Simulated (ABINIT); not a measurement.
Runs of ABINIT 10.8.3 (patched build) on HfO2. The structure is tetragonal, space group P4_2/nmc (No. 137). Conventional cell: a = 3.558 Å, b = 3.558 Å, c = 5.172 Å, α = 90.00°, β = 90.00°, γ = 90.00°. Hf (site symmetry -4m2) has 4 O at 2.05 Å as nearest neighbours. Around O (site symmetry 2mm) lie 2 Hf at 2.05 Å. Measurements of this composition are mostly on another form, of space group No. 14.

| task | level | potentials or basis | cell | k mesh | cell freedom (optcell) | cutoff smearing ecutsm (Ha) | optimiser (ionmov) | force stop (Ha/bohr) | mesh quality | gap on the mesh (eV) | pressure (GPa) | largest force (eV/Å) |
| --- | --- | --- | --- | --- | --- | --- | --- | --- | --- | --- | --- | --- |
| single point | PBE | JTH PAW PBE v2.0 | as given | 8 × 8 × 5 | - | - | - | - | not flagged | 4.77 | 6.8 | 0.13 |
| relaxation of cell and atoms | LDA | JTH PAW LDA v2.0 | relaxed | 7 × 7 × 4 | 2 | 0.5 | 22 | 0.0001 | not flagged | 4.57 | 0.0 | - |
| single point | PBEsol | JTH PAW PBE v2.0 | as given | 6 × 6 × 4 | - | - | - | - | not flagged | (b) | -0.8 | (a) |
| single point | LDA | JTH PAW LDA v2.0 | as given | 3 × 3 × 2 | - | - | - | - | coarse | 4.54 | -8.1 | 0.02 |
| single point | PBE | JTH PAW PBE v2.0 | as given | 5 × 5 × 3 | - | - | - | - | not flagged | 4.77 | 6.8 | 0.13 |

Alike in all rows: no spin polarisation; cutoff (eV) 626; smearing fermi-dirac 0.05 eV.

Task: Fill in the values left out.

Result: (a) 0.10; (b) 4.64.

Caveats: some runs use coarse meshes; spin-orbit coupling is left out, which moves the levels of the heavy elements; an odd mesh through Γ misses points on the zone boundary, where band edges often lie (some runs); the PAW data sets were made with another functional, which shifts forces and pressure a little (some runs).

A k mesh can miss the band edges, and the runs leave out spin-orbit coupling on Hf.

Not every run made on this cell is shown here.
